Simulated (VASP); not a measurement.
# TaSi2 (P6_422) in VASP: notebook, part 2 of 3

VASP 6.6.1. The steps go on from the part before.

### Step 3. Core levels, PBEsol

INCAR reads:

```
ALGO = Normal
EDIFF = 1E-6
ENCUT = 520
GGA = PS
ICORELEVEL = 1
ISIF = 2
ISMEAR = 0
LASPH = True
LCHARG = False
LREAL = False
LWAVE = False
NELM = 100
PREC = Accurate
SIGMA = 0.02
```

KPOINTS reads:

```
k-points
0
Gamma
  5 5 3
```

POSCAR reads:

```
TaSi2
1.0
    4.7839000000      0.0000000000      0.0000000000
   -2.3919500000      4.1429789292      0.0000000000
    0.0000000000      0.0000000000      6.5700000000
Ta Si
3 6
Direct
    0.0000000000      0.5000000000      0.3333333333
    0.5000000000      0.5000000000      0.6666666667
    0.5000000000      0.0000000000      0.0000000000
    0.3179400000      0.1589700000      0.3333333333
    0.1589700000      0.8410300000      0.6666666667
    0.8410300000      0.6820600000      0.0000000000
    0.6820600000      0.8410300000      0.3333333333
    0.8410300000      0.1589700000      0.6666666667
    0.1589700000      0.3179400000      0.0000000000
```

Potentials or basis: VASP PAW PBE potentials, release 64 (Ta_pv, Si).

The run is started by

```
> cat potpaw_PBE.64/Ta_pv/POTCAR potpaw_PBE.64/Si/POTCAR > POTCAR
> mpirun -np 1 vasp_std > vasp.out
```

OUTCAR:

```text
EDIFF = 1E-6
   ENCUT = 520
   GGA = PS
   ISIF = 2
   ISMEAR = 0
   LASPH = True
   LREAL = False
   NELM = 100
   PREC = Accurate

 ion  position               nearest neighbor table
   1  0.000  0.500  0.333-   6 2.61   9 2.61   8 2.61   5 2.61   4 2.73   7 2.73   4 2.73   7 2.73
                             7 2.83   4 2.83   3 3.24   3 3.24   2 3.24   2 3.24
   2  0.500  0.500  0.667-   6 2.61   9 2.61   7 2.61   4 2.61   5 2.73   8 2.73   5 2.73   8 2.73
                             8 2.83   5 2.83   3 3.24   3 3.24   1 3.24   1 3.24
   3  0.500  0.000  0.000-   4 2.61   7 2.61   5 2.61   8 2.61   9 2.73   6 2.73   9 2.73   6 2.73
                             9 2.83   6 2.83   2 3.24   1 3.24   2 3.24   1 3.24
   4  0.318  0.159  0.333-   9 2.56   5 2.56   3 2.61   2 2.61   7 2.63   1 2.73   1 2.73   1 2.83
                             7 2.83   7 2.83
   5  0.159  0.841  0.667-   6 2.56   4 2.56   3 2.61   1 2.61   8 2.63   2 2.73   2 2.73   2 2.83
                             8 2.83   8 2.83
   6  0.841  0.682  0.000-   5 2.56   7 2.56   1 2.61   2 2.61   9 2.63   3 2.73   3 2.73   3 2.83
                             9 2.83   9 2.83
   7  0.682  0.841  0.333-   6 2.56   8 2.56   3 2.61   2 2.61   4 2.63   1 2.73   1 2.73   1 2.83
[... 488 lines left out ...]
     11      -1.2755      2.00000
     12      -0.5534      2.00000
     13       0.3971      2.00000
     14       1.6766      2.00000
     15       2.2691      2.00000

------------------------ aborting loop because EDIFF is reached ----------------------------------------

  FORCE on cell =-STRESS in cart. coord.  units (eV):
  Direction    XX          YY          ZZ          XY          YZ          ZX
  --------------------------------------------------------------------------------------
  -------------------------------------------------------------------------------------
  Total       -1.0320057     -1.0320057     -2.5390744      0.0000000      0.0000000      0.0000000
  in kB      -12.6979169    -12.6979169    -31.2410647      0.0000000      0.0000000      0.0000000
  external PRESSURE =     -18.8789662 kB  Pullay stress =       0.0000000 kB

 VOLUME and BASIS-vectors are now :
 -----------------------------------------------------------------------------
  energy-cutoff  :      520.00
  volume of cell :      130.21
      direct lattice vectors                 reciprocal lattice vectors
     4.783900000  0.000000000  0.000000000     0.209034470  0.120686107  0.000000000
    -2.391950000  4.142978929  0.000000000     0.000000000  0.241372215  0.000000000
     0.000000000  0.000000000  6.570000000     0.000000000  0.000000000  0.152207002

 POSITION                                       TOTAL-FORCE (eV/Angst)
 -----------------------------------------------------------------------------------
     -1.19598      2.07149      2.19000         0.000000      0.000000      0.000000
      1.19598      2.07149      4.38000         0.000000      0.000000      0.000000
      2.39195      0.00000      0.00000         0.000000      0.000000     -0.000000
      1.14074      0.65861      2.19000        -0.019632     -0.011334     -0.000000
     -1.25121      3.48437      4.38000        -0.019632      0.011334      0.000000
      2.39195      2.82576      0.00000         0.000000      0.022669     -0.000000
      1.25121      3.48437      2.19000         0.019632      0.011334     -0.000000
      3.64316      0.65861      4.38000         0.019632     -0.011334     -0.000000
     -0.00000      1.31722      0.00000        -0.000000     -0.022669     -0.000000
 -----------------------------------------------------------------------------------
    total drift:                               -0.000000      0.000000      0.000000

  FREE ENERGIE OF THE ION-ELECTRON SYSTEM (eV)
  ---------------------------------------------------
  free  energy   TOTEN  =       -77.2941925615 eV

  energy  without entropy=      -77.2932609747  energy(sigma->0) =      -77.29372677
```

OSZICAR:

```text
N       E                     dE             d eps       ncg     rms          rms(c)
DAV:   1     0.384583611113E+03    0.38458E+03   -0.28649E+04   688   0.159E+03
DAV:   2    -0.570067075551E+02   -0.44159E+03   -0.43453E+03   776   0.386E+02
DAV:   3    -0.791171155132E+02   -0.22110E+02   -0.21720E+02   862   0.711E+01
DAV:   4    -0.795988109097E+02   -0.48170E+00   -0.48000E+00   848   0.108E+01
DAV:   5    -0.796079352647E+02   -0.91244E-02   -0.91113E-02   872   0.144E+00    0.320E+01
DAV:   6    -0.775969502935E+02    0.20110E+01   -0.86667E+00   854   0.139E+01    0.148E+01
DAV:   7    -0.773233935507E+02    0.27356E+00   -0.50249E-01   848   0.384E+00    0.421E+00
DAV:   8    -0.772950659053E+02    0.28328E-01   -0.49364E-02   888   0.110E+00    0.468E-01
DAV:   9    -0.772943071363E+02    0.75877E-03   -0.30413E-03   880   0.315E-01    0.230E-01
DAV:  10    -0.772942064134E+02    0.10072E-03   -0.40709E-04   864   0.126E-01    0.546E-02
DAV:  11    -0.772941944636E+02    0.11950E-04   -0.34523E-05   856   0.330E-02    0.101E-02
DAV:  12    -0.772941931090E+02    0.13547E-05   -0.27785E-06   688   0.928E-03    0.299E-03
DAV:  13    -0.772941925615E+02    0.54750E-06   -0.41548E-07   560   0.335E-03
   1 F= -.77294193E+02 E0= -.77293727E+02  d E =-.931587E-03
```

stdout:

```text
POSCAR found type information on POSCAR TaSi
 POSCAR found :  2 types and       9 ions
 scaLAPACK will be used
 -----------------------------------------------------------------------------
|                                                                             |
|                                                                             |
|     You enforced a specific xc type in the INCAR file but a different       |
|     I HOPE YOU KNOW WHAT YOU ARE DOING!                                     |
|                                                                             |
 -----------------------------------------------------------------------------

 LDA part: xc-table for (Slater+PW92), standard interpolation
 POSCAR, INCAR and KPOINTS ok, starting setup
 FFT: planning ... GRIDC
 FFT: planning ... GRID_SOFT
 FFT: planning ... GRID
 WAVECAR not read
 entering main loop
```

Wall time 40 s (1 thread of Intel Xeon Platinum 8259CL at 2.50GHz (Skylake/Cascade Lake), shared host); peak memory 0.25 GiB.

Results:

- Free energy: -77.2942 eV
- Pressure: -1.9 GPa
- Largest force: 0.023 eV/Å
- Band gap on the k mesh: none (metal or under the smearing width)

Forces in eV/Å, atoms in the order of the input:
```
Ta   0.000  0.000  0.000
Ta   0.000  0.000  0.000
Ta   0.000  0.000  0.000
Si  -0.020 -0.011  0.000
Si  -0.020  0.011  0.000
Si   0.000  0.023  0.000
Si   0.020  0.011  0.000
Si   0.020 -0.011  0.000
Si   0.000 -0.023  0.000
```

Core levels (eV, on the scale of the bands):
| atom | levels |
| --- | --- |
| 1 Ta | 1s -67328.3, 2s -11554.1, 2p -10121.2, 3s -2635.6, 3p -2209.6, 3d -1713.4, 4s -525.7, 4p -386.0, 4d -207.4, 4f -10.0, 5s -58.3 |
| 2 Ta | 1s -67328.3, 2s -11554.1, 2p -10121.2, 3s -2635.6, 3p -2209.6, 3d -1713.4, 4s -525.7, 4p -386.0, 4d -207.4, 4f -10.0, 5s -58.3 |
| 3 Ta | 1s -67328.3, 2s -11554.1, 2p -10121.2, 3s -2635.6, 3p -2209.6, 3d -1713.4, 4s -525.7, 4p -386.0, 4d -207.4, 4f -10.0, 5s -58.3 |
| 4 Si | 1s -1771.2, 2s -125.0, 2p -81.1 |
| 5 Si | 1s -1771.2, 2s -125.0, 2p -81.1 |
| 6 Si | 1s -1771.2, 2s -125.0, 2p -81.1 |

Caveat: the PAW data sets were made with another functional, which shifts forces and pressure a little. Spin-orbit coupling is left out, which matters for the levels of Ta.

### Step 4. Phonons, PBEsol

POSCAR is that of step 3.

INCAR.step1 reads:

```
PREC     = Accurate       # precision mode
ENCUT    = 600            # plane-wave cutoff, eV
EDIFF    = 1E-8           # SCF threshold, eV
ISMEAR   = 0              # smearing method
SIGMA    = 0.02           # smearing width, eV
LREAL    = False          # projectors in reciprocal space
LASPH    = True           # aspherical terms in the spheres
NELM     = 60             # most SCF steps
ALGO     = Normal         # electronic algorithm
ISIF     = 3              # what is computed and relaxed
LWAVE    = False          # write WAVECAR
LCHARG   = False          # write CHGCAR
GGA      = PS             # functional
IBRION   = 2              # ionic algorithm
NSW      = 40             # ionic steps
EDIFFG   = -0.002         # ionic threshold
```

INCAR.step2 reads:

```
PREC     = Accurate       # precision mode
ENCUT    = 600            # plane-wave cutoff, eV
EDIFF    = 1E-8           # SCF threshold, eV
ISMEAR   = 0              # smearing method
SIGMA    = 0.02           # smearing width, eV
LREAL    = False          # projectors in reciprocal space
LASPH    = True           # aspherical terms in the spheres
NELM     = 60             # most SCF steps
ALGO     = Normal         # electronic algorithm
ISIF     = 2              # what is computed and relaxed
LWAVE    = False          # write WAVECAR
LCHARG   = False          # write CHGCAR
GGA      = PS             # functional
IBRION   = 6              # ionic algorithm
NFREE    = 2            
POTIM    = 0.015          # step
NSW      = 1              # ionic steps
```

KPOINTS reads:

```
regular mesh
0
Gamma
  5 5 3
```

Potentials or basis: VASP PAW PBE potentials, release 64 (Ta_pv, Si).

The run is started by

```
> cat potpaw_PBE.64/Ta_pv/POTCAR potpaw_PBE.64/Si/POTCAR > POTCAR
> cp INCAR.step1 INCAR
> mpirun -np 1 vasp_std > vasp.out
> cp CONTCAR POSCAR
> cp INCAR.step2 INCAR
> mpirun -np 1 vasp_std > vasp.out
```

OUTCAR:

```text
PREC = Accurate
   ENCUT = 600
   EDIFF = 1E-8
   ISMEAR = 0
   LREAL = False
   LASPH = True
   NELM = 60
   ISIF = 2
   GGA = PS
   IBRION = 6
   NFREE = 2
   POTIM = 0.015
   NSW = 1

 ion  position               nearest neighbor table
   1  0.000  0.500  0.333-   6 2.60   9 2.60   8 2.60   5 2.60   4 2.73   7 2.73   4 2.73   7 2.73
                             7 2.82   4 2.82   3 3.23   3 3.23   2 3.23   2 3.23
   2  0.500  0.500  0.667-   6 2.60   9 2.60   7 2.60   4 2.60   5 2.73   8 2.73   5 2.73   8 2.73
                             8 2.82   5 2.82   3 3.23   3 3.23   1 3.23   1 3.23
   3  0.500  0.000  0.000-   4 2.60   7 2.60   5 2.60   8 2.60   9 2.73   6 2.73   9 2.73   6 2.73
                             9 2.82   6 2.82   2 3.23   1 3.23   2 3.23   1 3.23
   4  0.317  0.159  0.333-   9 2.54   5 2.54   3 2.60   2 2.60   7 2.63   1 2.73   1 2.73   1 2.82
                             7 2.83   7 2.83   6 3.15   8 3.15
[... 1459 lines left out ...]
  external PRESSURE =       0.0999998 kB  Pullay stress =       0.0000000 kB
[... 24 lines left out ...]
  FREE ENERGIE OF THE ION-ELECTRON SYSTEM (eV)
  ---------------------------------------------------
  free  energy   TOTEN  =       -77.3028176684 eV

  energy  without entropy=      -77.3019236647  energy(sigma->0) =      -77.30237067

 INTERNAL STRAIN TENSORS FROM DISPLACED ATOMS
 ============================================

 INTERNAL STRAIN TENSOR FOR ION    1 for displacements in x,y,z  (eV/Angst):
          X           Y           Z          XY          YZ          ZX
  --------------------------------------------------------------------------------
  x    -0.00000     0.00000     0.00000     0.00000     3.42274    -5.76141
  y     0.00000     0.00000     0.00000    -0.00000     5.76141     3.22996
  z    -4.23298     4.23298    -0.00000     2.44391     0.00000     0.00000

 INTERNAL STRAIN TENSOR FOR ION    9 for displacements in x,y,z  (eV/Angst):
          X           Y           Z          XY          YZ          ZX
  --------------------------------------------------------------------------------
  x     0.00000     0.00000     0.00000    -1.91060    -3.39115     0.00000
  y     0.18024    -2.62500     2.55891     0.00000     0.00000    -3.15364
  z     0.00000     0.00000     0.00000    -3.10145     1.66314     0.00000

 Eigenvectors and eigenvalues of the dynamical matrix
   1 f  =   12.297087 THz    77.264876 2PiTHz  410.186668 cm-1    50.856642 meV
   2 f  =   12.297087 THz    77.264876 2PiTHz  410.186668 cm-1    50.856642 meV
   3 f  =   11.661549 THz    73.271672 2PiTHz  388.987397 cm-1    48.228269 meV
   4 f  =   11.387524 THz    71.549924 2PiTHz  379.846915 cm-1    47.094994 meV
   5 f  =   11.338915 THz    71.244503 2PiTHz  378.225484 cm-1    46.893962 meV
   6 f  =   10.898183 THz    68.475304 2PiTHz  363.524260 cm-1    45.071244 meV
[... 16 lines left out ...]
  23 f  =    4.399942 THz    27.645654 2PiTHz  146.766283 cm-1    18.196692 meV
  24 f  =    2.092813 THz    13.149530 2PiTHz   69.808719 cm-1     8.655174 meV
  25 f/i=    0.000942 THz     0.005921 2PiTHz    0.031435 cm-1     0.003897 meV
  26 f/i=    0.013820 THz     0.086831 2PiTHz    0.460972 cm-1     0.057153 meV
  27 f/i=    0.013820 THz     0.086831 2PiTHz    0.460972 cm-1     0.057153 meV

 ELASTIC MODULI CONTR FROM IONIC RELAXATION (kBar)
 Direction    XX          YY          ZZ          XY          YZ          ZX
 --------------------------------------------------------------------------------
 XX         -68.3721     53.4315     15.6383      0.0000     -0.0000     -0.0000
 YY          53.4315    -68.3721     15.6383      0.0000      0.0000      0.0000
 ZZ          15.6383     15.6383    -32.7372     -0.0000      0.0000      0.0000
 XY           0.0000      0.0000     -0.0000    -60.9018     -0.0000      0.0000
 YZ          -0.0000      0.0000     -0.0000     -0.0000   -297.7685      0.0000
 ZX          -0.0000      0.0000      0.0000      0.0000      0.0000   -297.7686
 --------------------------------------------------------------------------------
```

OUTCAR.step1:

```text
PREC = Accurate
   ENCUT = 600
   EDIFF = 1E-8
   ISMEAR = 0
   LREAL = False
   LASPH = True
   NELM = 60
   ISIF = 3
   GGA = PS
   IBRION = 2
   NSW = 40
[... 441 lines left out ...]
 cond. band min:       9.4589489403   @ k =   0.2000   0.0000   0.3333
 fundamental gap:      0.1413909691
 Fermi energy:         9.3338263682

 k-point     1 :       0.0000    0.0000    0.0000
  band No.  band energies     occupation
      1     -24.9249      2.00000
      2     -24.9249      2.00000
      3     -24.9185      2.00000
      4     -24.8410      2.00000
      5     -24.8410      2.00000
      6     -24.7558      2.00000
[... 395 lines left out ...]
  FREE ENERGIE OF THE ION-ELECTRON SYSTEM (eV)
  ---------------------------------------------------
  free  energy   TOTEN  =       -77.3043602016 eV

  energy  without entropy=      -77.3034286149  energy(sigma->0) =      -77.30389441

 reached required accuracy - stopping structural energy minimisation
```

OSZICAR.step1:

```text
N       E                     dE             d eps       ncg     rms          rms(c)
DAV:   1     0.407747534830E+03    0.40775E+03   -0.30827E+04   680   0.176E+03
DAV:   2    -0.583304426899E+02   -0.46608E+03   -0.45980E+03   778   0.412E+02
DAV:   3    -0.791833068361E+02   -0.20853E+02   -0.20610E+02   844   0.743E+01
[... 97 lines left out ...]
DAV:   3    -0.773043606369E+02    0.77843E-06   -0.15987E-06   886   0.823E-03    0.194E-03
DAV:   4    -0.773043604027E+02    0.23424E-06   -0.26641E-07   848   0.239E-03    0.740E-04
DAV:   5    -0.773043602887E+02    0.11400E-06   -0.39236E-08   628   0.131E-03    0.632E-04
DAV:   6    -0.773043602006E+02    0.88015E-07   -0.46123E-09   410   0.440E-04    0.626E-05
DAV:   7    -0.773043602016E+02   -0.97589E-09   -0.12187E-09   376   0.181E-04
  10 F= -.77304360E+02 E0= -.77303894E+02  d E =-.561156E-05
```

Run time: 22 min. Hardware: 1 thread of Intel Xeon Platinum 8259CL at 2.50GHz (Skylake/Cascade Lake), shared host; peak memory 0.5 GiB.

What came out:

```
Relaxed volume                                          : 14.34 Å³/atom
Relaxed cell                                            : a = 4.776 Å, b = 4.776 Å, c = 6.532 Å, α = 90.00°, β = 90.00°, γ = 120.00°
Space group after relaxing (to 0.05 Å)                  : P6_422 (No. 181)
Highest phonon frequency at Γ, LO-TO splitting left out : 410 cm⁻¹
```

The path:
| step | energy change (eV) | largest force (eV/Å) | pressure (GPa) | volume (Å³) |
| --- | --- | --- | --- | --- |
| 1 | 0.0000 | 0.0229 | -1.87 | 130.21 |
| 2 | 0.0133 | 0.0292 | 3.30 | 127.05 |
| 3 | -0.0090 | 0.0252 | 0.07 | 128.97 |
| 4 | -0.0090 | 0.0252 | 0.11 | 128.95 |
| 5 | -0.0092 | 0.0121 | 0.01 | 129.04 |
| 6 | -0.0092 | 0.0127 | 0.02 | 129.03 |
| 7 | -0.0092 | 0.0017 | -0.05 | 129.07 |
| 8 | -0.0092 | 0.0029 | -0.04 | 129.06 |
| 9 | -0.0092 | 0.0012 | 0.04 | 129.01 |
| 10 | -0.0092 | 0.0004 | 0.01 | 129.03 |

Final structure:
```
Ta Si
1.0
     4.77596    0.00000    0.00000
    -2.38798    4.13610    0.00000
     0.00000    0.00000    6.53202
Ta Si
3 6
Direct
  0.00000 0.50000 0.33333
  0.50000 0.50000 0.66667
  0.50000 0.00000 0.00000
  0.31740 0.15870 0.33333
  0.15870 0.84130 0.66667
  0.84130 0.68260 0.00000
  0.68260 0.84130 0.33333
  0.84130 0.15870 0.66667
  0.15870 0.31740 0.00000
```

Phonon frequencies in cm⁻¹ (negative: imaginary):
```csv
q point,frequencies
"(0.000, 0.000, 0.000)",0 0 0 70 147 147 155 155 170 227 227 233 248 266 266 302 303 303 353 353 364 364 378 380 389 410 410
```

Caveat: the PAW data sets were made with another functional, which shifts forces and pressure a little. The run has no spin-orbit coupling, so splittings on Ta are missing.

[end of part 2 of 3]
